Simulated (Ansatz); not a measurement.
Theory: Ansatz 0.2.0, DFT PBE, scalar-relativistic, plane waves, PAW. Settings: cutoff 420 eV, Γ-centred meshes spaced at most about 0.3 Å⁻¹, and about 0.25 Å⁻¹ or finer for metals (2π included), Gaussian smearing. No spin polarisation.

Temperature and zero-point effects are left out.

Two forms of Mg₃Ge₃N₂ were relaxed alike.

A. Space group P4/mmm (No. 123), tetragonal, a = 3.131 Å, c = 12.510 Å. Mg on a site of symmetry 4mm is surrounded by 4 N at 2.22 Å and 4 Ge at 3.03 Å; around Mg on a site of symmetry 4/mmm lie 2 N at 2.23 Å; Ge on a site of symmetry 4/mmm is surrounded by 12 Ge at 3.03–3.13 Å; Ge on a site of symmetry 4mm has 1 N at 1.96 Å, 8 Ge at 3.03–3.13 Å and 4 Mg at 3.03 Å; around N lie 1 Ge at 1.96 Å and 5 Mg at 2.22–2.23 Å.

B. Space group P-3m1 (No. 164), trigonal, a = 3.233 Å, c = 13.971 Å. Mg on a site of symmetry 3m is surrounded by 3 N at 2.04 Å, 3 Mg at 2.87 Å, 6 Mg at 3.23 Å and 3 Ge at 3.26 Å; around Mg on a site of symmetry -3m lie 6 N at 2.30 Å; Ge on a site of symmetry 3m has 3 Ge at 2.84 Å, 6 Ge at 3.23 Å, 3 Mg at 3.26 Å and 1 N at 3.50 Å; Ge on a site of symmetry -3m has 6 Ge at 2.84 Å and 6 Ge at 3.23 Å; N is surrounded by 3 Mg at 2.04 Å, 3 Mg at 2.30 Å, 9 N at 3.23–3.28 Å and 1 Ge at 3.50 Å.

**Question.** Which is lower in energy, and by how much?

**Answer.** B is lower, by 68 meV/atom. A has space group P4/mmm (No. 123), 15.3 Å³/atom and no gap on its mesh; B has space group P-3m1 (No. 164), 15.8 Å³/atom and no gap. Counting Ge or N atoms around Mg (for each partner element, those within 1.25 times its shortest distance or 1.15 times the sum of covalent radii, where it is the nearest in units of that sum or under 1.3; a plus sign parts groups by distance over the sum of covalent radii; a slash parts the counts of unlike sites), A has Mg 2/8 and B has Mg 3+3/6. The lower one is the more open, so pressure narrows the difference. Both come from invented guesses.

Cells relaxed within their symmetry can be saddle points.
